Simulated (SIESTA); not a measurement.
The system is Fe2O3 (Hematite).

```xyz
10
Lattice="2.5190 1.4543 4.5907 -2.5190 1.4543 4.5907 0.0000 -2.9087 4.5907" Properties=species:S:1:pos:R:3 pbc="T T T"
Fe    0.0000    0.0000    4.8932
Fe    0.0000    0.0000    1.9928
Fe    0.0000    0.0000    8.8788
Fe    0.0000    0.0000   11.7792
O     0.7706   -1.5740    8.0337
O    -1.7484    0.1197    8.0337
O     0.9779    1.4543    8.0337
O    -0.7706    1.5740    5.7383
O     1.7484   -0.1197    5.7383
O    -0.9779   -1.4543    5.7383
```

- Program: SIESTA 5.4.2
- Task: single point
- Functional: PBE
- Potentials or basis: PseudoDojo 0.4 standard (PBE files)
- Basis: DZP (energy shift 0.003 Ry; two zetas on semicore shells)
- Grid cutoff: 800 Ry
- Energy shift: 0.003 Ry
- k mesh: 7 × 7 × 7
- Occupations: fermi-dirac, width 0.05 eV
- Spin: collinear spin, ferromagnetic start
- Starting moments: [3.0, 3.0, 3.0, 3.0, 0.0, 0.0, 0.0, 0.0, 0.0, 0.0] μB

On this cell: pressure 1.9 GPa; largest force 0.610 eV/Å; net moment 15.67 μB per cell; site moments Fe +3.54; O +0.25 μB; band gap on the k mesh none (metal or under the smearing width).

The same run follows on a disturbed copy (atoms moved at random, drawn with an rms of 0.05 Å):

```
CELL_PARAMETERS angstrom
2.51900 1.45435 4.59067
-2.51900 1.45435 4.59067
0.00000 -2.90869 4.59067
ATOMIC_POSITIONS crystal
Fe 0.35748 0.36364 0.34694
Fe 0.14899 0.14743 0.14017
Fe 0.63423 0.64721 0.64980
Fe 0.83612 0.86418 0.86341
O 0.56583 0.24237 0.94788
O 0.25727 0.93766 0.55253
O 0.95088 0.54605 0.25112
O 0.45121 0.75136 0.05357
O 0.75648 0.06038 0.44759
O 0.06309 0.43840 0.74811
```

Task: What changes?

Result: The energy (extrapolated to zero smearing) moves by +12.3 meV/atom; pressure 2.4 GPa; largest force 1.527 eV/Å; net moment 15.59 μB per cell; site moments Fe +3.51, +3.49, +3.65, +3.44; O +0.27, +0.25, +0.24, +0.26, +0.23 μB; band gap on the k mesh none (metal or under the smearing width).

Forces on the atoms (eV/Å):
```
Fe   0.321 -0.505 -0.595
Fe  -0.198 -0.200  0.642
Fe   0.391  0.581  0.636
Fe   1.307  0.463 -0.638
O   -0.527 -0.157  0.393
O   -0.394 -0.227 -0.196
O   -0.328  0.238  0.141
O   -0.145 -0.048 -0.051
O   -0.335 -0.136 -0.410
O   -0.092 -0.009  0.080
```

Stress tensor (GPa, compression positive):
```
 3.32 -0.04 -1.57
-0.04  2.88  1.30
-1.57  1.30  1.03
```

Caveats: short orbitals over semicore shells can move pressures by several GPa; the basis of atomic orbitals isn't converged, which shifts pressures, moduli and gaps; semilocal functionals often make such compounds metallic where correlation or magnetic order opens a gap, which also shifts bond lengths; only a ferromagnetic start was run, and an antiferromagnetic order may lie lower in energy.
